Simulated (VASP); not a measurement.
# CaF2 (Fm-3m) in VASP: notebook

Runs on CaF2. Level: PBE. Tasks: density of states, electric field gradients.

All numbers are computed with VASP 6.6.1; they aren't measurements. Logs are shortened: lines on timing, memory, paths and dates and some standing lists are left out, and cuts for length are marked.

## (1) The crystal as given

It takes space group Fm-3m (No. 225, cubic). Conventional cell: a = 5.463 Å, b = 5.463 Å, c = 5.463 Å, α = 90.00°, β = 90.00°, γ = 90.00°. Ca (site symmetry m-3m) has 8 F at 2.37 Å as nearest neighbours. Around F (site symmetry -43m) lie 4 Ca at 2.37 Å.

## (2) Density of states, PBE

The input, POSCAR:

```
CaF2
1.0
    0.0000000000      2.7312500000      2.7312500000
    2.7312500000      0.0000000000      2.7312500000
    2.7312500000      2.7312500000      0.0000000000
Ca F
1 2
Direct
    0.0000000000      0.0000000000      0.0000000000
    0.2500000000      0.2500000000      0.2500000000
    0.7500000000      0.7500000000      0.7500000000
```

The input, INCAR.step1:

```
SYSTEM = CaF2
ALGO = Normal
EDIFF = 1E-6
ENCUT = 520
GGA = PE
ISIF = 2
ISMEAR = -1
LASPH = .TRUE.
LCHARG = .TRUE.
LREAL = .FALSE.
LWAVE = .FALSE.
NBANDS = 19
NELM = 80
PREC = Accurate
SIGMA = 0.03
```

The input, KPOINTS.step1:

```
k-points
0
G
  10 10 10
  0 0 0
```

The input, INCAR.step2:

```
SYSTEM = CaF2
ALGO = Normal
EDIFF = 1E-6
ENCUT = 520
GGA = PE
ICHARG = 11
ISIF = 2
ISMEAR = -5
LASPH = .TRUE.
LCHARG = .FALSE.
LORBIT = 11
LREAL = .FALSE.
LWAVE = .FALSE.
NEDOS = 2001
NELM = 80
PREC = Accurate
SIGMA = 0.03
```

The input, KPOINTS.step2:

```
k-points
0
G
  15 15 15
  0 0 0
```

Potentials or basis: VASP PAW PBE potentials, release 64 (Ca_sv, F).

Run with:

```sh
cat potpaw_PBE.64/Ca_sv/POTCAR potpaw_PBE.64/F/POTCAR > POTCAR
cp INCAR.step1 INCAR
cp KPOINTS.step1 KPOINTS
mpirun -np 1 vasp_std > vasp.out
cp INCAR.step2 INCAR
cp KPOINTS.step2 KPOINTS
mpirun -np 1 vasp_std > vasp.out
```

OUTCAR:

```text
SYSTEM = CaF2
   EDIFF = 1E-6
   ENCUT = 520
   GGA = PE
   ICHARG = 11
   ISIF = 2
   ISMEAR = -5
   LASPH = .TRUE.
   LORBIT = 11
   LREAL = .FALSE.
   NELM = 80
   PREC = Accurate

 ion  position               nearest neighbor table
   1  0.000  0.000  0.000-   2 2.37   3 2.37   3 2.37   3 2.37   3 2.37   2 2.37   2 2.37   2 2.37

   2  0.250  0.250  0.250-   1 2.37   1 2.37   1 2.37   1 2.37
   3  0.750  0.750  0.750-   1 2.37   1 2.37   1 2.37   1 2.37

  LATTYP: Found a face centered cubic cell.
 ALAT       =     5.4625000000

  Lattice vectors:

 A1 = (   0.0000000000,   2.7312500000,   2.7312500000)
 A2 = (   2.7312500000,   0.0000000000,   2.7312500000)
 A3 = (   2.7312500000,   2.7312500000,   0.0000000000)

Analysis of symmetry for initial positions (statically):
=====================================================================
 Subroutine PRICEL returns:
 Original cell was already a primitive cell.

 Routine SETGRP: Setting up the symmetry group for a
 face centered cubic supercell.

 Subroutine GETGRP returns: Found 48 space group operations
 (whereof 48 operations were pure point group operations)
 out of a pool of 48 trial point group operations.

The static configuration has the point symmetry O_h .

Analysis of symmetry for dynamics (positions and initial velocities):
=====================================================================
 Subroutine PRICEL returns:
 Original cell was already a primitive cell.

 Routine SETGRP: Setting up the symmetry group for a
 face centered cubic supercell.

 Subroutine GETGRP returns: Found 48 space group operations
 (whereof 48 operations were pure point group operations)
 out of a pool of 48 trial point group operations.

The dynamic configuration has the point symmetry O_h .

 Subroutine INISYM returns: Found 48 space group operations
 (whereof 48 operations are pure point group operations),
 and found     1 'primitive' translations

----------------------------------------------------------------------------------------

                                     Primitive cell

  volume of cell :      40.7488

  direct lattice vectors                    reciprocal lattice vectors
     0.000000000  2.731250000  2.731250000    -0.183066362  0.183066362  0.183066362
     2.731250000  0.000000000  2.731250000     0.183066362 -0.183066362  0.183066362
     2.731250000  2.731250000  0.000000000     0.183066362  0.183066362 -0.183066362

  length of vectors
[... 98 lines left out ...]
   NUPDOWN=      -1.0000    fix difference up-down
   EMIN   =  10.00;   EMAX   =-10.00  energy-range for DOS
   EFERMI =   0.00;   METHOD = LEGACY
   ISMEAR =    -5;   SIGMA  =   0.03  broadening in eV -4-tet -1-fermi 0-gaus
   EFERMI_NEDOS =   21; number of points for ismear=-14 and -15
   IALGO  =     38    algorithm
   IMIX   =      4    mixing-type and parameters
     AMIX     =   0.40;   BMIX     =  1.00
     AMIX_MAG =   1.60;   BMIX_MAG =  1.00
  volume/ion in A,a.u.               =      13.58        91.66
  Fermi-wavevector in a.u.,A,eV,Ry     =   1.372273  2.593220 25.621575  1.883133
  Thomas-Fermi vector in A             =   2.497895
   LORBIT       =     11    0 simple, 1 ext, 2 COOP (PROOUT), +10 PAW based schemes
   GGA     = PE    functional components
   LHFCALC =     F    Hartree Fock is set to
   AEXX    =    0.0000 exact exchange contribution
   IVDW    =     0    specifies the selected vdW correction
   LEPSILON=     F    determine dielectric tensor
   LRPA    =     F    only Hartree local field effects (RPA)
 non-spin polarized calculation
 Fermi weights with tetrahedron method with Bloechl corrections
  energy-cutoff  :      520.00
  volume of cell :       40.75
 maximum number of plane-waves:      1113
 NGX is ok and might be reduce to    30

 number of electron      23.9999987 magnetization

 Free energy of the ion-electron system (eV)
  ---------------------------------------------------
  ext. energy  EPLUGINS =         0.00000000
  ---------------------------------------------------
  free energy    TOTEN  =       -17.32910525 eV

  energy without entropy =      -17.32910525  energy(sigma->0) =      -17.32910525

 E-fermi :  -0.9685     XC(G=0):  -9.6301

 val. band max:       -0.9754018016   @ k =  -0.4667   0.4667   0.0000
 cond. band min:       6.3070376112   @ k =   0.0000   0.0000   0.0000
 fundamental gap:      7.2824394128
 Fermi energy:        -0.9684575989

 k-point     1 :       0.0000    0.0000    0.0000
  band No.  band energies     occupation
      1     -36.9969      2.00000
      2     -20.9025      2.00000
      3     -20.1322      2.00000
      4     -17.9360      2.00000
      5     -17.9360      2.00000
      6     -17.9360      2.00000
[... 433 lines left out ...]
      3     -20.2219      2.00000
      4     -17.9623      2.00000
      5     -17.9554      2.00000
      6     -17.7587      2.00000
[... 8 lines left out ...]
     15       8.3963      0.00000
     16       9.8923      0.00000

 [... further k-points ...]

------------------------ aborting loop because EDIFF is reached ----------------------------------------

  FORCE on cell =-STRESS in cart. coord.  units (eV):
  Direction    XX          YY          ZZ          XY          YZ          ZX
  --------------------------------------------------------------------------------------
  -------------------------------------------------------------------------------------
  Total        0.6229090      0.6229090      0.6229090      0.0000000      0.0000000     -0.0000000
  in kB       24.4918061     24.4918061     24.4918061      0.0000000      0.0000000     -0.0000000
  external PRESSURE =      24.4918061 kB  Pullay stress =       0.0000000 kB

 VOLUME and BASIS-vectors are now :
 -----------------------------------------------------------------------------
  energy-cutoff  :      520.00
  volume of cell :       40.75
      direct lattice vectors                 reciprocal lattice vectors
     0.000000000  2.731250000  2.731250000    -0.183066362  0.183066362  0.183066362
     2.731250000  0.000000000  2.731250000     0.183066362 -0.183066362  0.183066362
     2.731250000  2.731250000  0.000000000     0.183066362  0.183066362 -0.183066362

 POSITION                                       TOTAL-FORCE (eV/Angst)
 -----------------------------------------------------------------------------------
      0.00000      0.00000      0.00000         0.000000      0.000000     -0.000000
      1.36563      1.36563      1.36563        -0.000000     -0.000000     -0.000000
      4.09688      4.09688      4.09688         0.000000      0.000000      0.000000
 -----------------------------------------------------------------------------------
    total drift:                                0.000000     -0.000000      0.000000

  FREE ENERGIE OF THE ION-ELECTRON SYSTEM (eV)
  ---------------------------------------------------
  free  energy   TOTEN  =       -17.3291052533 eV

  energy  without entropy=      -17.3291052533  energy(sigma->0) =      -17.32910525

 total charge

# of ion       s       p       d       tot
------------------------------------------
    1        2.021   5.870   0.216   8.107
    2        1.734   4.391   0.000   6.124
    3        1.734   4.391   0.000   6.124
--------------------------------------------------
tot          5.488  14.651   0.216  20.355
```

OSZICAR.step1:

```text
N       E                     dE             d eps       ncg     rms          rms(c)
DAV:   1     0.207267482477E+03    0.20727E+03   -0.13661E+04  1786   0.128E+03
DAV:   2    -0.805261845764E+01   -0.21532E+03   -0.20846E+03  2125   0.346E+02
DAV:   3    -0.182993454177E+02   -0.10247E+02   -0.10206E+02  2036   0.793E+01
DAV:   4    -0.186308295926E+02   -0.33148E+00   -0.33087E+00  2780   0.115E+01
DAV:   5    -0.186332241621E+02   -0.23946E-02   -0.23945E-02  2011   0.105E+00    0.801E+00
DAV:   6    -0.173068681620E+02    0.13264E+01   -0.54944E+00  1906   0.161E+01    0.300E+00
DAV:   7    -0.173064448910E+02    0.42327E-03   -0.11867E-01  2072   0.339E+00    0.172E+00
DAV:   8    -0.173260435842E+02   -0.19599E-01   -0.40539E-02  1908   0.216E+00    0.228E-01
DAV:   9    -0.173282316647E+02   -0.21881E-02   -0.76157E-03  2107   0.651E-01    0.131E-01
DAV:  10    -0.173291014990E+02   -0.86983E-03   -0.18628E-03  1882   0.338E-01    0.238E-02
DAV:  11    -0.173291156528E+02   -0.14154E-04   -0.14693E-04  2079   0.968E-02    0.154E-02
DAV:  12    -0.173291156191E+02    0.33746E-07   -0.19693E-05  2186   0.449E-02    0.271E-03
DAV:  13    -0.173291157543E+02   -0.13524E-06   -0.44002E-06  2021   0.177E-02
   1 F= -.17329116E+02 E0= -.17329116E+02  d E =-.237426E-12
```

Wall time 37 s (1 thread of Intel Xeon 6975P-C (Granite Rapids), shared host); peak memory 0.21 GiB.

What came out:

* Valence electrons inside the program's atomic spheres: Ca 8.11; F 6.12

Levels at points of the mesh, in eV from the valence-band top:
| k point | band 8 | band 9 | band 10 | band 11 | band 12 | band 13 | band 14 | band 15 | band 16 |
| --- | --- | --- | --- | --- | --- | --- | --- | --- | --- |
| (0.00, 0.00, 0.00) | -2.10 | -2.10 | -0.25 | -0.25 | -0.25 | 7.28 | 9.17 | 9.17 | 11.23 |

States per cell in windows of 0.5 eV (zero at the valence-band top; states under -8 eV left out):
```csv
from (eV),total,F2_p,F3_p,Ca1_d,Ca1_p,Ca1_s,F2_s
-8.0,0.00,0.00,0.00,0.00,0.00,0.00,0.00
-7.5,0.00,0.00,0.00,0.00,0.00,0.00,0.00
-7.0,0.00,0.00,0.00,0.00,0.00,0.00,0.00
-6.5,0.00,0.00,0.00,0.00,0.00,0.00,0.00
-6.0,0.00,0.00,0.00,0.00,0.00,0.00,0.00
-5.5,0.00,0.00,0.00,0.00,0.00,0.00,0.00
-5.0,0.00,0.00,0.00,0.00,0.00,0.00,0.00
-4.5,0.00,0.00,0.00,0.00,0.00,0.00,0.00
-4.0,0.00,0.00,0.00,0.00,0.00,0.00,0.00
-3.5,0.00,0.00,0.00,0.00,0.00,0.00,0.00
-3.0,0.08,0.03,0.03,0.00,0.00,0.00,0.00
-2.5,1.16,0.37,0.37,0.02,0.01,0.01,0.00
-2.0,3.58,1.22,1.22,0.09,0.05,0.02,0.00
-1.5,1.66,0.60,0.60,0.03,0.02,0.01,0.00
-1.0,2.54,0.97,0.97,0.03,0.03,0.00,0.00
-0.5,2.99,1.20,1.20,0.03,0.02,0.00,0.00
0.0,0.00,0.00,0.00,0.00,0.00,0.00,0.00
0.5,0.00,0.00,0.00,0.00,0.00,0.00,0.00
1.0,0.00,0.00,0.00,0.00,0.00,0.00,0.00
1.5,0.00,0.00,0.00,0.00,0.00,0.00,0.00
2.0,0.00,0.00,0.00,0.00,0.00,0.00,0.00
2.5,0.00,0.00,0.00,0.00,0.00,0.00,0.00
3.0,0.00,0.00,0.00,0.00,0.00,0.00,0.00
3.5,0.00,0.00,0.00,0.00,0.00,0.00,0.00
4.0,0.00,0.00,0.00,0.00,0.00,0.00,0.00
4.5,0.00,0.00,0.00,0.00,0.00,0.00,0.00
5.0,0.00,0.00,0.00,0.00,0.00,0.00,0.00
5.5,0.00,0.00,0.00,0.00,0.00,0.00,0.00
6.0,0.00,0.00,0.00,0.00,0.00,0.00,0.00
6.5,0.00,0.00,0.00,0.00,0.00,0.00,0.00
7.0,0.01,0.00,0.00,0.00,0.00,0.00,0.00
7.5,0.04,0.00,0.00,0.00,0.00,0.01,0.00
```

## (3) Electric field gradients, PBE

The input, INCAR:

```
SYSTEM = CaF2
PREC = Accurate ; ENCUT = 520
EDIFF = 1E-8 ; ISMEAR = -1
SIGMA = 0.03 ; LREAL = .False.
LASPH = .True. ; NELM = 80
ALGO = Normal ; ISIF = 2
LWAVE = .False. ; LCHARG = .False.
GGA = PE ; LEFG = .True.
NBANDS = 19
```

The input, KPOINTS:

```
regular mesh
0
Gamma
  10 10 10
  0 0 0
```

POSCAR is that of step 2.

Potentials or basis: VASP PAW PBE potentials, release 64 (Ca_sv, F).

Run with:

```sh
cat potpaw_PBE.64/Ca_sv/POTCAR potpaw_PBE.64/F/POTCAR > POTCAR
mpirun -np 1 vasp_std > vasp.out
```

OUTCAR:

```text
SYSTEM = CaF2
   PREC = Accurate
   ENCUT = 520
   EDIFF = 1E-8
   ISMEAR = -1
   LREAL = .False.
   LASPH = .True.
   NELM = 80
   ISIF = 2
   GGA = PE

 ion  position               nearest neighbor table
   1  0.000  0.000  0.000-   2 2.37   3 2.37   3 2.37   3 2.37   3 2.37   2 2.37   2 2.37   2 2.37

   2  0.250  0.250  0.250-   1 2.37   1 2.37   1 2.37   1 2.37
   3  0.750  0.750  0.750-   1 2.37   1 2.37   1 2.37   1 2.37

  LATTYP: Found a face centered cubic cell.
 ALAT       =     5.4625000000

  Lattice vectors:

 A1 = (   0.0000000000,   2.7312500000,   2.7312500000)
 A2 = (   2.7312500000,   0.0000000000,   2.7312500000)
 A3 = (   2.7312500000,   2.7312500000,   0.0000000000)

Analysis of symmetry for initial positions (statically):
=====================================================================
 Subroutine PRICEL returns:
 Original cell was already a primitive cell.

[... 726 lines left out ...]
     2.731250000  2.731250000  0.000000000     0.183066362  0.183066362 -0.183066362

 POSITION                                       TOTAL-FORCE (eV/Angst)
 -----------------------------------------------------------------------------------
      0.00000      0.00000      0.00000        -0.000000     -0.000000     -0.000000
      1.36563      1.36563      1.36563         0.000000     -0.000000      0.000000
      4.09688      4.09688      4.09688        -0.000000      0.000000     -0.000000
 -----------------------------------------------------------------------------------
    total drift:                                0.000000     -0.000000      0.000000

  FREE ENERGIE OF THE ION-ELECTRON SYSTEM (eV)
  ---------------------------------------------------
  free  energy   TOTEN  =       -17.3291157701 eV

  energy  without entropy=      -17.3291157701  energy(sigma->0) =      -17.32911577

 Electric field gradients (V/A^2)
---------------------------------------------------------------------
 ion       V_xx      V_yy      V_zz      V_xy      V_xz      V_yz
---------------------------------------------------------------------
   1      -0.000     0.000    -0.000    -0.000    -0.000    -0.000
   2      -0.000     0.000    -0.000    -0.002    -0.002    -0.002
   3      -0.000     0.000    -0.000    -0.002    -0.002    -0.002
---------------------------------------------------------------------

 Electric field gradients after diagonalization (V/A^2)
 (convention: |V_zz| > |V_xx| > |V_yy|)
----------------------------------------------------------------------
 ion       V_xx      V_yy      V_zz     asymmetry (V_yy - V_xx)/ V_zz
----------------------------------------------------------------------
   1       0.000     0.000    -0.001       0.000
   2       0.002     0.002    -0.004       0.000
   3       0.002     0.002    -0.004       0.000
----------------------------------------------------------------------

           NMR quadrupolar parameters

 Cq : quadrupolar parameter    Cq=e*Q*V_zz/h
 eta: asymmetry parameters     (V_yy - V_xx)/ V_zz
 Q  : nuclear electric quadrupole moment in mb (millibarn)
----------------------------------------------------------------------
 ion       Cq(MHz)       eta       Q (mb)
----------------------------------------------------------------------
   1      -0.000       0.000       1.000
   2      -0.000       0.000       1.000
   3      -0.000       0.000       1.000
----------------------------------------------------------------------
```

stdout:

```text
POSCAR found type information on POSCAR CaF
 POSCAR found :  2 types and       3 ions
 scaLAPACK will be used
 LDA part: xc-table for (Slater+PW92), standard interpolation
 POSCAR, INCAR and KPOINTS ok, starting setup
 FFT: planning ... GRIDC
 FFT: planning ... GRID_SOFT
 FFT: planning ... GRID
 WAVECAR not read
 entering main loop
ion   1

ion   2

ion   3
```

Wall time 20 s (1 thread of Intel Xeon 6975P-C (Granite Rapids), shared host); peak memory 0.18 GiB.

Results:

```yaml
Free_energy: -17.3291 eV
Pressure: 2.5 GPa
Band_gap_on_the_k_mesh: 7.28 eV, indirect (least direct gap 7.53 eV)
```

Levels at points of the mesh, in eV from the valence-band top:
```csv
k point,band 10,band 11,band 12,band 13,band 14,band 15
"(0.00, 0.00, 0.00)",-0.26,-0.26,-0.26,7.28,9.16,9.16
"(0.50, 0.00, 0.00)",-1.24,-0.84,-0.84,9.38,9.38,9.74
"(0.50, 0.50, 0.00)",-0.37,-0.37,0.00,8.11,9.51,10.08
```

Electric field gradients, principal values (V/Å²):
```
atom    Vxx    Vyy     Vzz
1 Ca  0.000  0.000  -0.001
 2 F  0.002  0.002  -0.004
 3 F  0.002  0.002  -0.004
```

A k mesh can miss the band edges. As with any semilocal functional, this PBE gap is likely too small.
